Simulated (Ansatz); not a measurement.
# Bi2Te3: the cost of one run

Computed with Ansatz 0.2.0 (DFT PBE, scalar-relativistic, unless a step's input says otherwise).

**1. The starting structure**

It takes space group R-3m (No. 166, trigonal). Conventional cell: a = 4.386 Å, b = 4.386 Å, c = 30.497 Å, α = 90.00°, β = 90.00°, γ = 120.00°. Bi (site symmetry 3m) has 6 Te at 3.07 to 3.25 Å as nearest neighbours. Around Te (site symmetry -3m) lie 6 Bi at 3.25 Å. Around Te (site symmetry 3m) lie 3 Bi at 3.07 Å.

Coordinates:

```
CELL_PARAMETERS angstrom
2.19300 1.26613 10.16567
-2.19300 1.26613 10.16567
0.00000 -2.53226 10.16567
ATOMIC_POSITIONS crystal
Bi 0.40000 0.40000 0.40000
Bi 0.60000 0.60000 0.60000
Te 0.00000 0.00000 0.00000
Te 0.20950 0.20950 0.20950
Te 0.79050 0.79050 0.79050
```

Atoms are numbered in the order of the input: Bi1, Bi2, Te3, Te4, Te5.

**2. Volume × 0.96, LAPW**

input.yaml

```yaml
crystal:
  lattice:
    - [2.1633617825, 1.2490175074, 10.0282792391]
    - [-2.1633617825, 1.2490175074, 10.0282792391]
    - [0.0, -2.4980350149, 10.0282792391]
  atoms:
    - { symbol: Bi, position: [0.4, 0.4, 0.4] }
    - { symbol: Bi, position: [0.6, 0.6, 0.6] }
    - { symbol: Te, position: [0.0, 0.0, 0.0] }
    - { symbol: Te, position: [0.2095, 0.2095, 0.2095] }
    - { symbol: Te, position: [0.7905, 0.7905, 0.7905] }
kpoints:
  mp_grid: { grid: [7, 7, 7] }
  band_path:
    path:
      - [0.0, 0.0, 0.0]
      - [0.5, 0.5, 0.5]
      - [0.822991609, 0.177008391, 0.5]
      - [0.5, -0.177008391, 0.177008391]
      - [0.5, 0.0, 0.0]
      - [0.0, 0.0, 0.0]
      - [0.3385041955, -0.3385041955, 0.0]
      - [0.6614958045, 0.0, 0.3385041955]
      - [0.5, 0.0, 0.5]
    npoints: 5
scf:
  occupations: { method: fermi_dirac, width: 0.08 }
hamiltonian:
  xc: pbe
  pseudopotentials: { kind: all_electron, lapw: { basis_error: 0.001 } }
output:
  forces: true
  stress: true
  eigenvalues: true
```

Started as:

```bash
ansatz run input.yaml --threads 2 --pin off --max-ram 6144MiB --backend cpu --events-out ev --progress --plain --runs-dir out
```

Q: Estimate wall time and peak memory on 2 threads of Intel Xeon Platinum 8488C (Sapphire Rapids), shared host.

About 57 s, with a peak of 0.92 GiB.
